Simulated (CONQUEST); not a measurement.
The system is Sn.

```
CELL_PARAMETERS angstrom
4.57264 0.00000 0.00000
0.00000 4.57264 0.00000
0.00000 0.00000 6.46669
ATOMIC_POSITIONS crystal
Sn 0.00000 0.50000 0.25000
Sn 0.50000 0.00000 0.75000
Sn 0.00000 0.00000 0.50000
Sn 0.50000 0.50000 0.00000
```

This isn't the form of Sn at room conditions, which is tetragonal (white tin).

Base run:

| Property | Result |
| --- | --- |
| Program | CONQUEST 1.3 |
| Functional | PBE |
| Potentials or basis | PseudoDojo NC PBE, DZP, grid cutoff 120 Ha |
| k mesh | 6 × 6 × 4 |
| Occupations | fermi-dirac, width 0.05 eV |
| Spin | no spin polarisation |

Its results: band gap on the k mesh none (metal or under the smearing width); pressure 3.7 GPa.

**Question.** The run is repeated on the same cell with these changes: potentials or basis from PseudoDojo NC PBE, DZP, grid cutoff 120 Ha to PseudoDojo NC PBE, SZP, grid cutoff 120 Ha. What comes out?

**Answer.** Band gap on the k mesh none (metal or under the smearing width); pressure 5.8 GPa.

Caveats: the basis of atomic orbitals isn't converged, which shifts pressures, moduli and gaps; the real-space grid breaks the cell's symmetry a little; the box holds several primitive cells, so bands are folded and the points are those of the box's own zone (some runs); the atomic basis is small (some runs).
